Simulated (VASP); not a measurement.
Output of a VASP run:

File OSZICAR:
```
       N       E                     dE             d eps       ncg     rms          rms(c)
DAV:   1     0.137278910796E+03    0.13728E+03   -0.10037E+04  7341   0.204E+03
DAV:   2    -0.101758189300E+01   -0.13830E+03   -0.13165E+03  7918   0.403E+02
DAV:   3    -0.131344259904E+02   -0.12117E+02   -0.11851E+02  8754   0.118E+02
DAV:   4    -0.134803336275E+02   -0.34591E+00   -0.34531E+00  8237   0.211E+01
DAV:   5    -0.134931101120E+02   -0.12776E-01   -0.12775E-01  9814   0.392E+00    0.990E+00
DAV:   6    -0.114301439260E+02    0.20630E+01   -0.75974E+00 10995   0.525E+01    0.535E+00
DAV:   7    -0.114021874163E+02    0.27957E-01   -0.55189E-01  7339   0.908E+00    0.221E+00
DAV:   8    -0.113813117953E+02    0.20876E-01   -0.94294E-02  8870   0.304E+00    0.603E-01
DAV:   9    -0.113765931932E+02    0.47186E-02   -0.84906E-03 11832   0.199E+00    0.208E-01
DAV:  10    -0.113768072925E+02   -0.21410E-03   -0.11302E-03  7745   0.367E-01    0.699E-02
DAV:  11    -0.113768126664E+02   -0.53739E-05   -0.38878E-05 10953   0.871E-02    0.191E-02
DAV:  12    -0.113768117281E+02    0.93836E-06   -0.20730E-05  8710   0.567E-02    0.105E-02
DAV:  13    -0.113768109323E+02    0.79576E-06   -0.27051E-06 10426   0.303E-02    0.408E-03
DAV:  14    -0.113768108539E+02    0.78413E-07   -0.20550E-07  6808   0.412E-03
   1 F= -.11376811E+02 E0= -.11376840E+02  d E =0.889178E-04
```

OUTCAR:
```
------------------------ aborting loop because EDIFF is reached ----------------------------------------
  FORCE on cell =-STRESS in cart. coord.  units (eV):
  Direction    XX          YY          ZZ          XY          YZ          ZX
  --------------------------------------------------------------------------------------
  Total        0.6906752      0.6906752     -0.0529326     -1.8528854      0.0000000      0.0000000
  in kB       35.6426184     35.6426184     -2.7316136    -95.6190195      0.0000000      0.0000000
  external PRESSURE =      22.8512077 kB  Pullay stress =       0.0000000 kB
  volume of cell :       31.05
      direct lattice vectors                 reciprocal lattice vectors
     0.000000000  2.494565730  2.494565730    -0.200435689  0.200435689  0.200435689
     2.494565730  0.000000000  2.494565730     0.200435689 -0.200435689  0.200435689
     2.494565730  2.494565730  0.000000000     0.200435689  0.200435689 -0.200435689
 POSITION                                       TOTAL-FORCE (eV/Angst)
 -----------------------------------------------------------------------------------
      0.00000      0.00000      0.00000         0.000000      0.000000      1.778348
      1.24728      1.24728      1.44728         0.000000      0.000000     -1.778348
 -----------------------------------------------------------------------------------
    total drift:                               -0.000000     -0.000000      0.000122
  FREE ENERGIE OF THE ION-ELECTRON SYSTEM (eV)
  ---------------------------------------------------
  free  energy   TOTEN  =       -11.3768108539 eV

  energy  without entropy=      -11.3768997717  energy(sigma->0) =      -11.37684049
```
(Selected blocks of OUTCAR.)

File POSCAR:
```
InN
1
    0.0000000000     2.4945657303     2.4945657303
    2.4945657303     0.0000000000     2.4945657303
    2.4945657303     2.4945657303     0.0000000000
In N
1 1
Direct
  0.0000000000   0.0000000000   0.0000000000
  0.2900871377   0.2900871377   0.2099128623
```

Write an INCAR and KPOINTS that could have produced this output.

This is not unique; one that fits is the input of the run itself, PBEsol GGA, plane waves, VASP's PBE PAW potentials (set 64).

**KPOINTS**
```
kpoints
0
Gamma
 12 12 12
0 0 0
```

### INCAR
```
LREAL=.FALSE.
EDIFF=1E-7   ! SCF stop (eV)
ISMEAR=1
NELM=100   ! most electronic steps
LWAVE=.FALSE.
ALGO=Normal
LCHARG=.FALSE.
SYSTEM=InN
LASPH=.TRUE.   ! aspherical one-centre terms
PREC=Accurate
LMAXMIX=4
ENCUT=600   ! plane-wave cut-off (eV)
ISIF=2   ! forces and stress, cell fixed
GGA=PS   ! PBEsol
SIGMA=0.1   ! width (eV)
```

POTCAR, in this order: In_d N (PBE.64 set). Program: vasp_std.

The compound is InN in the zinc blende structure, a metastable form; wurtzite is the usual one. This cell was strained or had an atom moved on purpose.
